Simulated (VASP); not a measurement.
## Mo: single point with PBE

Mo:

```xyz
1
Lattice="-1.5735 1.5735 1.5735 1.5735 -1.5735 1.5735 1.5735 1.5735 -1.5735" Properties=species:S:1:pos:R:3 pbc="T T T"
Mo    0.0000    0.0000    0.0000
```

```yaml
Program: VASP 6.6.1
Task: single point
Functional: PBE
Potentials_or_basis: VASP PAW PBE potentials, release 64 (Mo_sv)
Cutoff: 520 eV
k_mesh: 24 × 24 × 24
Occupations: fermi-dirac, width 0.1 eV
Spin: no spin polarisation
```

| Quantity | Value |
| --- | --- |
| Pressure | 4.1 GPa |
| Band gap on the k mesh | none (metal or under the smearing width) |

Levels at points of the mesh, in eV from the Fermi level:
```csv
k point,band 5,band 6,band 7,band 8,band 9,band 10
"(0.00, 0.00, 0.00)",-7.27,-1.39,-1.39,-1.39,1.65,1.65
"(0.50, 0.00, 0.00)",-5.36,-3.44,1.62,1.68,2.31,4.75
"(0.50, 0.50, 0.50)",-5.48,-5.48,3.98,3.98,3.98,9.07
```

Run time: 19 s on 1 thread of Intel(R) Xeon(R) 6975P-C (Granite Rapids), on a shared host, peak memory 0.18 GiB.
